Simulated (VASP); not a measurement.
The system is Te.

```xyz
4
Lattice="5.8500 0.0000 0.0000 0.0000 5.8500 0.0000 0.0000 0.0000 4.7912" Properties=species:S:1:pos:R:3 pbc="T T T"
Te    0.0000    0.0000    0.0000
Te    2.9250    2.9250    0.0000
Te    0.0000    2.9250    3.9769
Te    2.9250    0.0000    0.8143
```

The cell was built by a generator and needn't be a form met in nature.

- Program: VASP 6.6.1
- Task: relaxation of cell and atoms
- Functional: PBE
- Dispersion: dDsC
- Potentials or basis: VASP PAW PBE potentials, release 64 (Te)
- Cutoff: 600 eV
- k mesh: 4 × 4 × 5
- Occupations: fermi-dirac, width 0.05 eV
- Spin: no spin polarisation

At the start: pressure -1.3 GPa; volume 40.99 Å³/atom.

Question: How do energy, volume and symmetry change on relaxing?

Answer: Over 22 steps the energy falls by 8.8 meV/atom and the volume is 36.78 Å³/atom (-10.3 %); space group P4/nmm (No. 129, to 0.05 Å).

The path:
| step | energy change (eV) | largest force (eV/Å) | pressure (GPa) | volume (Å³) |
| --- | --- | --- | --- | --- |
| 1 | 0.0000 | 0.0487 | -1.25 | 163.97 |
| 2 | 0.0162 | 0.1646 | 0.80 | 156.46 |
| 3 | -0.0068 | 0.0114 | -0.70 | 161.72 |
| 4 | -0.0044 | 0.0715 | -0.12 | 159.56 |
| 5 | -0.0102 | 0.0772 | -0.12 | 158.36 |
| 6 | -0.0250 | 0.0801 | -0.11 | 154.75 |
| 7 | -0.0333 | 0.0617 | 0.01 | 147.49 |
| 8 | -0.0328 | 0.0624 | 0.02 | 147.24 |
| 9 | -0.0341 | 0.0388 | -0.04 | 147.24 |
| 10 | -0.0356 | 0.0079 | -0.14 | 147.22 |
| 11 | -0.0344 | 0.0151 | -0.03 | 146.90 |
| 12 | -0.0330 | 0.0220 | 0.07 | 146.60 |
| 13 | -0.0330 | 0.0207 | 0.08 | 146.59 |
| 14 | -0.0331 | 0.0153 | 0.09 | 146.57 |
| 15 | -0.0328 | 0.0107 | 0.09 | 146.53 |
| 16 | -0.0331 | 0.0090 | 0.09 | 146.56 |
| 17 | -0.0356 | 0.0092 | -0.08 | 147.03 |
| 18 | -0.0356 | 0.0088 | -0.08 | 147.02 |
| 19 | -0.0344 | 0.0001 | 0.00 | 146.79 |
| 20 | -0.0345 | 0.0000 | 0.01 | 146.82 |
| 21 | -0.0347 | 0.0003 | 0.02 | 146.92 |
| 22 | -0.0351 | 0.0012 | 0.00 | 147.12 |

Final structure:
```xyz
4
Lattice="5.7837 0.0000 0.0000 0.0000 5.7837 0.0000 0.0000 0.0000 4.3982" Properties=species:S:1:pos:R:3 pbc="T T T"
Te    0.0000    5.7837    0.0000
Te    2.8918    2.8918    0.0000
Te    0.0000    2.8918    3.5746
Te    2.8918    0.0000    0.8236
```
